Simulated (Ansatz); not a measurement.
# WS2 in Ansatz: notebook, part 2 of 2

Ansatz 0.2.0. The steps go on from the part before.

### 5 Band structure, PBE

input.yaml

```yaml
crystal:
  lattice:
    - [3.1831225544, 0.0, 0.0]
    - [-1.5915612772, 2.7566649955, 0.0]
    - [0.0, 0.0, 35.1805582101]
  atoms:
    - { symbol: W, position: [0.3333333333, 0.6666666667, 0.59231661] }
    - { symbol: W, position: [0.3333333333, 0.6666666667, 0.2234] }
    - { symbol: W, position: [0.6666666667, 0.3333333333, 0.7766] }
    - { symbol: W, position: [0.6666666667, 0.3333333333, 0.40768339] }
    - { symbol: S, position: [0.3333333333, 0.6666666667, 0.82114964] }
    - { symbol: S, position: [0.3333333333, 0.6666666667, 0.45202369] }
    - { symbol: S, position: [0.6666666667, 0.3333333333, 0.63662107] }
    - { symbol: S, position: [0.6666666667, 0.3333333333, 0.26774184] }
    - { symbol: S, position: [0.3333333333, 0.6666666667, 0.73225816] }
    - { symbol: S, position: [0.3333333333, 0.6666666667, 0.36337893] }
    - { symbol: S, position: [0.6666666667, 0.3333333333, 0.54797631] }
    - { symbol: S, position: [0.6666666667, 0.3333333333, 0.17885036] }
hamiltonian:
  xc: pbe
  pseudopotentials: { kind: paw }
kpoints:
  mp_grid: { grid: [10, 10, 1] }
  band_path:
    path:
      - [[0.0, 0.0, 0.0], [0.5, 0.0, 0.0], [0.3333333333, 0.3333333333, 0.0], [0.0, 0.0, 0.0], [0.0, 0.0, 0.5], [0.5, 0.0, 0.5], [0.3333333333, 0.3333333333, 0.5], [0.0, 0.0, 0.5]]
      - [[0.5, 0.0, 0.5], [0.5, 0.0, 0.0]]
      - [[0.3333333333, 0.3333333333, 0.0], [0.3333333333, 0.3333333333, 0.5]]
    npoints: 10
scf:
  occupations: { method: fermi_dirac, width: 0.05 }
  n_extra_bands: 30
output:
  forces: true
  stress: true
  eigenvalues: true
  fatbands: false
```

Potentials or basis: Ansatz PAW.

Started as:

```sh
$ ansatz run input.yaml --threads 4 --pin off --max-ram 11264MiB --backend cpu --events-out ev --progress --plain --runs-dir out
```

The log of the run:

```text
Warning: RAYON_NUM_THREADS=4 ignored (pool sized by the plan → 4); use --threads N
scf.n_extra_bands = 30 over 52 filled bands (N_el = 104.0): the run solves 82 bands
[... 80 lines left out ...]
  k-point 1: bands = ["-68.0700", "-68.0700", "-68.0690", "-68.0690", "-32.3460", "-32.3460", "-32.3450", "-32.3450", "-32.2353", "-32.2353", "-32.2330", "-32.2330", "-32.2102", "-32.2102", "-32.2080", "-32.2080", "-8.8034", "-8.7670", "-8.7269", "-8.7090", "-7.2776", "-7.2203", "-7.1547", "-7.1084", "-0.5629", "-0.4061", "-0.2029", "-0.0419", "2.5430", "2.5492", "2.5773", "2.5775", "2.8481", "3.0956", "3.1164", "3.1214", "3.1506", "3.1506", "3.3546", "3.5067", "3.9470", "3.9595", "3.9821", "3.9829", "4.3051", "4.3884", "4.5556", "4.8030", "5.5514", "5.7708", "5.9794", "6.0998", "8.5255", "8.5563", "8.5943", "8.6248", "8.6268", "8.7020", "8.7234", "8.7471", "8.7477", "8.7702", "8.8016", "8.8314", "9.0452", "9.0564", "9.0682", "9.0728", "11.2474", "11.4650", "11.8209", "11.9470", "11.9791", "12.0939", "13.1069", "14.4114", "14.5583", "14.8510", "14.8657", "15.0226", "15.0995", "15.2296"]
  k-point 2: bands = ["-68.0659", "-68.0659", "-68.0649", "-68.0649", "-32.3305", "-32.3305", "-32.3296", "-32.3296", "-32.3200", "-32.3200", "-32.3174", "-32.3174", "-32.2300", "-32.2300", "-32.2278", "-32.2278", "-8.3473", "-8.3119", "-8.2726", "-8.2549", "-7.1036", "-7.0525", "-6.9960", "-6.9576", "-0.0723", "0.0751", "0.2684", "0.4227", "1.6727", "1.6922", "1.7190", "1.7269", "2.1974", "2.3606", "2.5141", "2.6001", "3.4086", "3.4216", "3.4441", "3.4464", "3.5389", "3.5503", "3.5779", "3.5780", "4.1779", "4.2980", "4.4851", "4.6859", "5.2718", "5.3404", "5.3965", "5.4207", "7.9979", "8.1328", "8.3229", "8.4735", "8.5007", "8.5226", "8.5371", "8.5680", "8.7146", "8.8423", "8.9423", "8.9968", "9.6492", "9.6722", "9.7014", "9.7230", "11.8406", "12.0829", "12.9544", "13.1266", "13.1437", "13.3854", "13.7835", "14.6629", "14.6885", "14.7559", "14.8595", "15.0284", "15.1165", "15.3978"]
  k-point 13: bands = ["-68.0531", "-68.0531", "-68.0521", "-68.0521", "-32.4674", "-32.4674", "-32.4644", "-32.4644", "-32.3961", "-32.3961", "-32.3934", "-32.3934", "-32.2831", "-32.2831", "-32.2824", "-32.2824", "-6.5549", "-6.5445", "-6.5238", "-6.5227", "-6.3981", "-6.3868", "-6.3712", "-6.3706", "0.1313", "0.1581", "0.1893", "0.2009", "0.3124", "0.3310", "0.3518", "0.3520", "1.5619", "1.5636", "1.5838", "1.5850", "1.9408", "1.9658", "2.0276", "2.0893", "2.4499", "2.5550", "2.6271", "2.6344", "3.5649", "3.5819", "3.6342", "3.6919", "5.6613", "5.6923", "5.7264", "5.7478", "7.8531", "7.8610", "7.8762", "7.8766", "8.9694", "9.1346", "9.3613", "9.5699", "9.6313", "9.7317", "9.8010", "9.8406", "11.1611", "11.2205", "11.3164", "11.4154", "12.4390", "12.4730", "12.5264", "12.5558", "12.8713", "13.0917", "13.4687", "13.8052", "14.9621", "15.0394", "15.1214", "15.2733", "15.9070", "16.1121"]
```

bands.tsv:

```text
[... 115 lines left out ...]
```

Wall time 28 s (4 threads of Intel Xeon at 2.70GHz, shared host); peak memory 1.5 GiB.

Results:

```yaml
Free_energy: -48765.7004 eV
Largest_force: 0.232 eV/Å
Band_gap_on_the_k_mesh: 1.43 eV, indirect (least direct gap 2.11 eV)
Band_gap_along_the_path: 1.32 eV, indirect (least direct gap 1.75 eV)
```

Forces on the atoms (eV/Å):
```
W    0.000  0.000 -0.021
W    0.000  0.000 -0.135
W    0.000  0.000  0.135
W    0.000  0.000  0.021
S    0.000  0.000  0.119
S    0.000  0.000  0.213
S    0.000  0.000  0.232
S    0.000  0.000  0.194
S    0.000  0.000 -0.194
S    0.000  0.000 -0.232
S    0.000  0.000 -0.213
S    0.000  0.000 -0.119
```

Stress tensor (GPa, compression positive):
```
0.88 0.00 0.00
0.00 0.88 0.00
0.00 0.00 1.83
```

Levels at the corners of the path, in eV from the valence-band top:
| point | band 48 | band 49 | band 50 | band 51 | band 52 | band 53 | band 54 | band 55 | band 56 | band 57 |
| --- | --- | --- | --- | --- | --- | --- | --- | --- | --- | --- |
| Γ | -1.89 | -0.75 | -0.47 | -0.18 | 0.00 | 2.42 | 2.42 | 2.42 | 2.42 | 2.42 |
| M | -1.72 | -1.43 | -1.40 | -1.37 | -1.35 | 2.37 | 2.37 | 2.39 | 2.39 | 2.77 |
| K | -2.79 | -0.52 | -0.49 | -0.46 | -0.43 | 1.32 | 1.32 | 1.34 | 1.34 | 2.59 |
| Γ | -1.89 | -0.75 | -0.47 | -0.18 | 0.00 | 2.42 | 2.42 | 2.42 | 2.42 | 2.42 |
| A | -1.89 | -0.75 | -0.47 | -0.18 | 0.00 | 2.42 | 2.42 | 2.42 | 2.42 | 2.42 |
| L | -1.72 | -1.43 | -1.40 | -1.37 | -1.35 | 2.37 | 2.37 | 2.39 | 2.39 | 2.77 |
| H | -2.79 | -0.52 | -0.49 | -0.46 | -0.43 | 1.32 | 1.32 | 1.34 | 1.34 | 2.59 |
| A | -1.89 | -0.75 | -0.47 | -0.18 | 0.00 | 2.42 | 2.42 | 2.42 | 2.42 | 2.42 |
| L | -1.72 | -1.43 | -1.40 | -1.37 | -1.35 | 2.37 | 2.37 | 2.39 | 2.39 | 2.77 |
| M | -1.72 | -1.43 | -1.40 | -1.37 | -1.35 | 2.37 | 2.37 | 2.39 | 2.39 | 2.77 |
| K | -2.79 | -0.52 | -0.49 | -0.46 | -0.43 | 1.32 | 1.32 | 1.34 | 1.34 | 2.59 |
| H | -2.79 | -0.52 | -0.49 | -0.46 | -0.43 | 1.32 | 1.32 | 1.34 | 1.34 | 2.59 |

Caveat: the k mesh misses the band edges, so the gap on the mesh is wider than the one along the path; spin-orbit coupling is left out, which moves the levels of the heavy elements.

### 6 Overview

| level | cutoff (eV) | gap on the mesh (eV) | largest force (eV/Å) |
| --- | --- | --- | --- |
| PBEsol | 420 | 1.39 | 0.26 |
| r2SCAN | 500 | 1.54 | 0.17 |
| LDA | 420 | 1.35 | 0.54 |
| PBE | 420 | 1.43 | 0.23 |

Alike in all rows: task band structure; potentials or basis Ansatz PAW; no spin polarisation; cell as given; k mesh 10 × 10 × 1; smearing fermi-dirac 0.05 eV.

On the cell as given the gap runs from 1.27 eV (LDA) to 1.41 eV (r2SCAN).

Caveats: the k mesh misses the band edges, so the gap on the mesh is wider than the one along the path; spin-orbit coupling is left out, which moves the levels of the heavy elements; the PAW data sets come from PBE, with cores solved anew for the run's functional, which leaves a small shift of forces and pressure (some runs).

Absolute energies hang on the potentials; compare differences alone.
